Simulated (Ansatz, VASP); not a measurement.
AlN: VASP beside Ansatz

```
CELL_PARAMETERS angstrom
0.00000 2.03518 2.03518
2.03518 0.00000 2.03518
2.03518 2.03518 0.00000
ATOMIC_POSITIONS crystal
Al 0.00000 0.00000 0.00000
N 0.50000 0.50000 0.50000
```

Alike in both runs: functional PBE; k mesh 8 × 8 × 8; occupations gaussian, width 0.1 eV; no spin polarisation.

Ansatz relaxed the structure, and its values are those at the end. VASP's run is a single point on that final structure, the one shown.

|  | VASP | Ansatz |
| --- | --- | --- |
| version | VASP 6.6.1 | Ansatz 0.2.0 |
| potentials or method | VASP PAW PBE potentials, release 64 (Al, N) | scalar-relativistic, plane waves, PAW |
| plane-wave cutoff (eV) | 520 | 420 |
| valence electrons in the cell | 8 | 8 |

|  | VASP | Ansatz | Ansatz less VASP |
| --- | --- | --- | --- |
| gap on the k mesh at the Fermi level (eV) | 4.41 | 4.44 | +0.022 |
| least direct gap on the mesh (eV) | 5.39 | 5.38 | -0.011 |
| pressure (GPa) | -0.2 | 0.0 | +0.27 |

A k mesh can miss the band edges. PBE gaps usually lie below the measured ones, often by a third to a half.
